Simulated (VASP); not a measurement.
## CdSe: single point with r2SCAN

**Experimental background.**

A printed reference work, data compilation reports, for a bulk crystal of CdSe at 2 K: band gap 1.841 eV.

The system is CdSe.

```
CELL_PARAMETERS angstrom
4.34074 0.00000 0.00000
-2.17037 3.75919 0.00000
0.00000 0.00000 7.07611
ATOMIC_POSITIONS crystal
Cd 0.33333 0.66667 0.00451
Cd 0.66667 0.33333 0.50451
Se 0.33333 0.66667 0.38049
Se 0.66667 0.33333 0.88049
```

```yaml
Program: VASP 6.6.1
Task: single point
Functional: r2SCAN
Potentials_or_basis: VASP PAW PBE potentials, release 64 (Cd, Se)
Cutoff: 520 eV
k_mesh: 6 × 6 × 4
Occupations: gaussian, width 0.02 eV
Spin: no spin polarisation
Dipole_correction: no
Further_INCAR_settings: ALGO = Normal; EDIFF = 1e-06; NBANDS = 26
```

| Property | Result |
| --- | --- |
| Pressure | 0.2 GPa |
| Band gap on the k mesh | 1.09 eV |

Levels at points of the mesh, in eV from the valence-band top:
| k point | band 16 | band 17 | band 18 | band 19 | band 20 | band 21 |
| --- | --- | --- | --- | --- | --- | --- |
| (0.00, 0.00, 0.00) | -0.04 | 0.00 | 0.00 | 1.09 | 2.63 | 6.38 |
| (0.50, 0.00, 0.00) | -1.80 | -1.28 | -0.73 | 3.63 | 3.70 | 5.09 |
| (0.00, 0.00, 0.50) | -0.38 | -0.38 | -0.38 | 2.78 | 2.78 | 6.27 |
| (0.50, 0.00, 0.50) | -1.31 | -1.31 | -1.31 | 3.33 | 3.33 | 5.27 |

Wall time 4.5 min on 1 thread of Intel Xeon 8259CL, with other jobs on the host, peak memory 0.27 GiB.

A measured gap of CdSe is 1.841 eV (2 K; a printed reference work, data compilation); the calculated 1.09 eV misses it by -0.75 eV. Spin-orbit coupling on Cd, Se is left out. The value is that of r2SCAN, without temperature or zero-point motion.

Caveat: the PAW data sets were made with another functional, which shifts forces and pressure a little.
